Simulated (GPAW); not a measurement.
MoSe2:

```xyz
6
Lattice="3.2880 0.0000 0.0000 -1.6440 2.8475 0.0000 0.0000 0.0000 12.9000" Properties=species:S:1:pos:R:3 pbc="T T T"
Mo    1.6440    0.9492    9.6750
Mo    0.0000    1.8983    3.2250
Se    1.6440    0.9492    4.8375
Se    0.0000    1.8983   11.2875
Se    1.6440    0.9492    1.6125
Se    0.0000    1.8983    8.0625
```

```yaml
Program: GPAW 26.7.0
Task: relaxation of cell and atoms
Functional: BLYP
Dispersion: D3(BJ)
Potentials_or_basis: PAW data sets generated in the run's folder for this functional
Cutoff: 600 eV
Basis: pw
k_mesh: 6 × 6 × 2
Occupations: fermi-dirac, width 0.05 eV
Spin: no spin polarisation
```

At the start: pressure 5.9 GPa; volume 20.13 Å³/atom.

Question: Where does the relaxation end?

Answer: Over 12 steps the energy falls by 41.3 meV/atom and the volume is 19.69 Å³/atom (-2.2 %); space group P6_3/mmc (No. 194, to 0.05 Å).

Step by step:
| step | energy change (eV) | largest force (eV/Å) | pressure (GPa) | volume (Å³) |
| --- | --- | --- | --- | --- |
| 1 | 0.0000 | 1.4217 | 5.92 | 120.78 |
| 2 | -0.1150 | 0.9208 | 3.40 | 121.42 |
| 3 | -0.1990 | 0.1258 | -0.57 | 122.45 |
| 4 | -0.2013 | 0.0548 | -0.90 | 122.45 |
| 5 | -0.2063 | 0.0464 | -1.33 | 122.25 |
| 6 | -0.2162 | 0.1705 | -1.74 | 121.52 |
| 7 | -0.2309 | 0.2696 | -1.73 | 119.92 |
| 8 | -0.2417 | 0.2251 | -0.99 | 118.41 |
| 9 | -0.2471 | 0.0745 | -0.09 | 117.79 |
| 10 | -0.2478 | 0.0050 | 0.17 | 117.86 |
| 11 | -0.2478 | 0.0032 | 0.16 | 117.89 |
| 12 | -0.2480 | 0.0107 | 0.07 | 118.12 |

Final structure:
```yaml
crystal:
  lattice:
    - [3.30512, 0.00000, 0.00000]
    - [-1.65256, 2.86232, 0.00000]
    - [0.00000, 0.00000, 12.48614]
  atoms:
    - { symbol: Mo, position: [0.66667, 0.33333, 0.75000] }
    - { symbol: Mo, position: [0.33333, 0.66667, 0.25000] }
    - { symbol: Se, position: [0.66667, 0.33333, 0.38404] }
    - { symbol: Se, position: [0.33333, 0.66667, 0.88404] }
    - { symbol: Se, position: [0.66667, 0.33333, 0.11596] }
    - { symbol: Se, position: [0.33333, 0.66667, 0.61596] }
```

Caveat: the k mesh is coarse; later steps reuse the first step's grids.
